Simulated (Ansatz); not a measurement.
**PbSe under changes of volume**

One of the cells (27.098 Å³/atom); the others are scaled copies at fixed shape and fractional positions:

```
Pb Se
1.0
     3.78432    0.00000    0.00000
     0.00000    3.78432    0.00000
     0.00000    0.00000    3.78432
Pb Se
1 1
Direct
  0.00000 0.00000 0.00000
  0.50000 0.50000 0.50000
```

Measurements of this composition are mostly on another form, of space group No. 225.

- Program: Ansatz 0.2.0
- Functional: r2SCAN
- Potentials or basis: Ansatz PAW
- Cutoff: 500 eV (not typed: the program's choice for these potentials)
- k mesh: 7 × 7 × 7
- Occupations: fermi-dirac, width 0.05 eV
- Spin: no spin polarisation

| volume (Å³/atom) | energy over the lowest point (meV/atom) | pressure (GPa) |
| --- | --- | --- |
| 25.472 | 9.45 | 2.5 |
| 26.014 | 2.94 | 1.4 |
| 26.556 | 0.00 | 0.3 |
| 27.098 | 0.47 | -0.7 |
| 27.640 | 4.21 | -1.7 |
| 28.182 | ? | ? |
| 28.724 | 20.69 | -3.3 |

What does the run at 28.182 Å³/atom give?

Energy over the lowest point 11.03 meV/atom; pressure -2.5 GPa.

Worked out: A Birch-Murnaghan fit of order 3 (a polynomial in V^(-2/3)) to the other rows has its minimum at 26.75 Å³/atom with B0 = V·E''(V) = 49 GPa (rough, since the energies scatter). It gives 10.99 meV/atom at 28.182 Å³/atom, against the run's 11.03, and -dE/dV = -2.4 GPa, against -2.5.

Energies are extrapolated to zero smearing.

Caveats: the PAW data sets come from PBE, with cores solved anew for the run's functional, which leaves a small shift of forces and pressure.
